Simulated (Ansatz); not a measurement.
## KBr (Fm-3m): G0W0 and the choice of datasets

```
K Br
1.0
     0.00000    3.26000    3.26000
     3.26000    0.00000    3.26000
     3.26000    3.26000    0.00000
K Br
1 1
Direct
  0.00000 0.00000 0.00000
  0.50000 0.50000 0.50000
```

Held fixed (Ansatz):

```json
{
 "orbitals": "PBE",
 "k mesh": "4×4×4",
 "empty bands": "446",
 "response cutoff": "200 eV",
 "frequencies": "plasmon pole, fitted at 0 and 12.62i eV",
 "q → 0 term": "analytic weight of Carrier, Rohra and Görling",
 "band sums": "cut at the band count",
 "spin-orbit coupling": "off"
}
```

The gap is read direct at Γ, linearised, between the Kohn-Sham band edges among the points solved. The direct gap is read between the top filled and lowest empty Kohn-Sham band at Γ. ε∞ is the electronic dielectric constant on this mesh.

```tsv
datasets, wave cutoff	KS gap (eV)	G0W0 gap (eV)	direct at Γ (eV)	ε∞
all-electron, 3300 eV	4.54	7.06	7.06	2.4
hard PAW, 700 eV	4.54	7.07	7.07	2.4
hand-made PAW, accurate, 800 eV	4.54	7.07	7.07	2.4
hand-made PAW, 680 eV	4.54	7.07	7.07	2.4
JTH PAW, 700 eV	4.53	7.07	7.07	2.4
soft PAW (1st gen.), 420 eV	4.54	7.08	7.08	2.4
norm-conserving, 850 eV	4.53	?	?	?
```

(1) Fill in the row for norm-conserving, 850 eV.

Answers

(1) G0W0 gap 7.05 eV, direct at Γ 7.05 eV, ε∞ 2.4.

The cell is a model at fixed atoms and needn't be the relaxed known crystal. Soft PAW datasets can miss an all-electron G0W0 gap by more than 5 %. With norm-conserving pseudopotentials the core–valence exchange is only approximate, which can shift gaps by tenths of an eV and RPA lattice constants by most of a per cent. The mesh is coarse, so these are values at the stated settings, not converged ones. Band sums or response are cut, so the gap isn't at its basis limit.
